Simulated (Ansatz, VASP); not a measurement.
Re in VASP and in Ansatz

```
Re
1.0
     2.58049    0.00000    0.00000
     0.00000    2.58049    0.00000
     0.00000    0.00000    2.58049
Re
1
Cartesian
  0.0000 0.0000 0.0000
```

Alike in both runs: task single point; functional PBE; k mesh 14 × 14 × 14; occupations fermi-dirac, width 0.1 eV; no spin polarisation.

```csv
,VASP,Ansatz
version,VASP 6.6.1,Ansatz 0.2.0
potentials or method,"VASP PAW PBE potentials, release 64 (Re)","plane waves (420 eV) with PAW, scalar-relativistic"
plane-wave cutoff (eV),520,420
valence electrons in the cell,7,15
```

|  | VASP | Ansatz | Ansatz less VASP |
| --- | --- | --- | --- |
| pressure (GPa) | -1.6 | -0.6 | +1.06 |

With one functional, cell and mesh, what is left measures potentials, basis and numerics. The two sets of potentials don't hold the same shells in valence.

Spin-orbit coupling is left out, which matters for the levels of Re.
